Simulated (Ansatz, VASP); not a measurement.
This is a calculation of MnS for Ansatz 0.2.0.

File input.yaml:

```yaml
crystal:
  lattice:
    - [0.0, 2.6045, 2.6045]
    - [2.6045, 0.0, 2.6045]
    - [2.6045, 2.6045, 0.0]
  atoms:
    - { symbol: Mn, position: [0.0, 0.0, 0.0], spin: 4.0 }
    - { symbol: S, position: [0.5, 0.5, 0.5] }
kpoints:
  mp_grid: { grid: [9, 9, 9] }
scf:
  occupations: { method: gaussian, width: 0.026 }
hamiltonian:
  xc: pbe
  pseudopotentials: { kind: all_electron, lapw: { basis_error: 0.001 } }
magnetization:
  spin_polarized: true
output:
  forces: true
  stress: true
  eigenvalues: true
```

Potentials or basis: all-electron LAPW, scalar-relativistic.

Command:

```console
$ ansatz run input.yaml --threads 2 --pin off --max-ram 6144MiB --backend cpu --events-out ev --progress --plain --runs-dir out
```

Task: Translate it to VASP 6.6.1. Potentials there: VASP PAW PBE potentials, release 64 (Mn_pv, S).

Result: As run (the cutoff follows the program's own potentials):

The input INCAR:

```
ALGO = Normal
EDIFF = 1E-6
ENCUT = 520
GGA = PE
ISIF = 2
ISMEAR = 0
ISPIN = 2
LASPH = True
LCHARG = True
LELF = True
LMAXMIX = 4
LORBIT = 11
LREAL = False
LVHAR = True
LWAVE = False
MAGMOM = 4 0
NBANDS = 20
NELM = 150
PREC = Accurate
SIGMA = 0.026000000000000002
```

KPOINTS

```
k-points
0
Gamma
  9 9 9
```

Contents of POSCAR:

```
MnS
1.0
    0.0000000000      2.6045000000      2.6045000000
    2.6045000000      0.0000000000      2.6045000000
    2.6045000000      2.6045000000      0.0000000000
Mn S
1 1
Direct
    0.0000000000      0.0000000000      0.0000000000
    0.5000000000      0.5000000000      0.5000000000
```

Potentials or basis: VASP PAW PBE potentials, release 64 (Mn_pv, S).

The run is started by

```console
$ cat potpaw_PBE.64/Mn_pv/POTCAR potpaw_PBE.64/S/POTCAR > POTCAR
$ mpirun -np 1 vasp_std > vasp.out
```

Both were run:

|  | VASP | Ansatz | Ansatz less VASP |
| --- | --- | --- | --- |
| gap on the k mesh at the Fermi level (eV) | none | none | - |
| pressure (GPa) | -2.9 | -2.8 | +0.03 |
| net moment per atom (μB) | 2.36 | 2.36 | 0.000 |
| size of the moment on the site where the two differ most (μB) | 4.26 | 4.44 | +0.176 |

Site moments also hang on the region over which each program counts them. A gap of «none» marks a metal or a gap that the smearing closes. Ansatz ran all-electron here, so the differences hold the error of VASP's frozen core and of both bases.

Caveats: a cell with one magnetic atom can't hold antiferromagnetic order, which such compounds often take; semilocal functionals often make such compounds metallic where correlation or magnetic order opens a gap, which also shifts bond lengths.
